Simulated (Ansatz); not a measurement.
**AlSb in the zinc blende structure (space group F-43m, No. 216)**

```
CELL_PARAMETERS angstrom
      0.00000     3.07852     3.07852
      3.07852     0.00000     3.07852
      3.07852     3.07852     0.00000
ATOMIC_POSITIONS crystal
  Sb 0.75000 0.75000 0.75000
  Al 0.00000 0.00000 0.00000
```

The values are results of PBEsol in Ansatz (plane waves to 420 eV, PAW, spin-orbit coupling left out), not measurements. k-mesh 13×13×13 (Γ-centred); smearing 0.05 eV (Fermi–Dirac).

The volume per atom is 29.18 Å³ and the density comes out as 4.23 g/cm³. The band gap is 1.14 eV, indirect, Γ → Γ–X (92 % along), the electron mass comes out as 2.8 mₑ along k, 0.22 mₑ across and the hole mass (degenerate bands, along [100]) is 0.086, 0.35, 0.35 mₑ. The lowest conduction-band minima above the VBM is a point along ⟨100⟩, about 0.9 Å⁻¹ from Γ 1.14 eV; L along ⟨111⟩ 1.28 eV; Γ 1.47 eV and the total energy is -3466.437 eV/atom (σ→0; compares only within this code and set-up).

Spin-orbit coupling, missing from the scalar runs, can matter with Sb. Effective masses come from finite differences of ±0.01 Å⁻¹. Along k means along the line from Γ to the band edge. Whether these cells are dynamically stable was not tested.

Ansatz is a quantum-chemistry and plane-wave program.
